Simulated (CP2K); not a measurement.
Runs of CP2K 2026.2 on HfO2. Symmetry: Fm-3m, No. 225, cubic system. Conventional cell: a = 5.115 Å, b = 5.115 Å, c = 5.115 Å, α = 90.00°, β = 90.00°, γ = 90.00°. Hf (site symmetry m-3m) is surrounded by 8 O at 2.21 Å. O (site symmetry -43m) has 4 Hf at 2.21 Å as nearest neighbours. Measurements of this composition are mostly on another form, of space group No. 14.

| level | potentials or basis | spin | smearing | EPS_DEFAULT | k points reduced by the point group | NGRIDS | points a segment of the path (NPOINTS) | bands added on the path | gap on the mesh (eV) | pressure (GPa) |
| --- | --- | --- | --- | --- | --- | --- | --- | --- | --- | --- |
| LDA | GTH_POTENTIALS Hf GTH-PADE-q12, O GTH-PADE-q6; TZVP-MOLOPT-PBE-GTH basis | off | fermi-dirac 0.05 eV | 1.0E-10 | yes | 4 | 6 | 2 | 3.73 | -30.2 |
| PBE | GTH_SOC_POTENTIALS Hf GTH-PBE-q12, O GTH-PBE-q6; TZVP-MOLOPT-PBE-GTH basis | SOC, no magnetisation | fermi-dirac 0.01 eV | 1.0E-9 | - | 5 | 10 | 4 | - | (a) |
| PBEsol | POTENTIAL_UZH Hf GTH-PBE-q12, O GTH-PBE-q6; TZVP-MOLOPT-PBE-GTH basis | off | fermi-dirac 0.05 eV | 1.0E-9 | yes | 5 | 8 | 2 | (b) | -13.9 |
| TB-mBJ | POTENTIAL_UZH Hf GTH-PBE-q12, O GTH-PBE-q6; TZVP-MOLOPT-PBE-GTH basis | off | fermi-dirac 0.01 eV | 1.0E-10 | yes | 5 | 8 | 6 | 4.25 | - |
| r2SCAN | POTENTIAL_UZH Hf GTH-SCAN-q12, O GTH-SCAN-q6; TZVP-MOLOPT-SCAN-GTH basis | off | fermi-dirac 0.0259 eV | 1.0E-9 | yes | 4 | 10 | 4 | 4.27 | -15.5 |

Alike in all rows: task band structure; cell as given; k mesh 9 × 9 × 9.

**Question.** Estimate the missing entries.

**Answer.** (a) -8.0; (b) 3.87.

Caveats: the basis of atomic orbitals isn't converged, which shifts pressures, moduli and gaps; spin-orbit coupling is left out, which moves the levels of the heavy elements (some runs); the potentials were made for another functional, which shifts forces and pressure (some runs); the mesh misses the band edges, which the band path finds closer together (some runs); a pressure of tens of GPa on the cell as given is suspect, and the run, the potentials or the cell itself is likely at fault (some runs); this is a model potential without an energy functional, so only levels have meaning (some runs); so large a pressure means that the cell lies far from this level's equilibrium, or that cutoff or potentials fall short (some runs).

A k mesh can miss the band edges, and rows without SOC leave out spin-orbit coupling on Hf.
